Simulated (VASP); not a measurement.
Wanted: the native input for a VASP 6.6.1 run.

| Property | Result |
| --- | --- |
| Task | relaxation of cell and atoms |
| Functional | PBE |
| Potentials or basis | VASP PAW PBE potentials, release 64 (Cu) |
| Cutoff | 520 eV |
| k mesh | 6 × 6 × 6 |
| Occupations | gaussian, width 0.1 eV |
| Spin | no spin polarisation |
| Further INCAR settings | ALGO = Normal; EDIFF = 1e-07; IBRION = 2; EDIFFG = -0.002; NSW = 80; ISIF = 3 |

The structure of Cu lies in POSCAR:

```
Cu                                      
1.0
   -0.0000000000      1.8215481373      1.8215481373
    1.8215481373     -0.0000000000      1.8215481373
    1.8215481373      1.8215481373      0.0000000000
  Cu            
     1
Direct
     0.0000000000000000    0.0000000000000000    0.0000000000000000
```

The input as run:

INCAR

```
PREC = Accurate
ENCUT = 520
EDIFF = 1E-7
ISMEAR = 0
SIGMA = 0.1
LREAL = F
LASPH = T
NELM = 100
ALGO = Normal
ISIF = 3
LWAVE = F
LCHARG = F
GGA = PE
IBRION = 2
NSW = 80
EDIFFG = -0.002
```

KPOINTS

```
regular mesh
0
Gamma
  6 6 6
```

Potentials or basis: VASP PAW PBE potentials, release 64 (Cu).

The run is started by

```console
$ cat potpaw_PBE.64/Cu/POTCAR > POTCAR
$ mpirun -np 1 vasp_std > vasp.out
```

Results of the run:

The relaxed volume is 12.10 Å³/atom. The relaxed cell is a = 2.577 Å, b = 2.577 Å, c = 2.577 Å, α = 60.00°, β = 60.00°, γ = 60.00° and the space group after relaxing (to 0.05 Å) is Fm-3m (No. 225). The energy gained by relaxing is 0.0 meV/atom, the ionic steps are 2 and the pressure after relaxing is 0.0 GPa. The band gap on the k mesh is none (metal or under the smearing width).

Caveat: the k mesh is coarse (spacing up to 0.50 Å⁻¹), so the values aren't converged.

Wall time 2.4 s on 1 thread of Intel(R) Xeon(R) 6975P-C (Granite Rapids), on a shared host, peak memory 0.11 GiB.
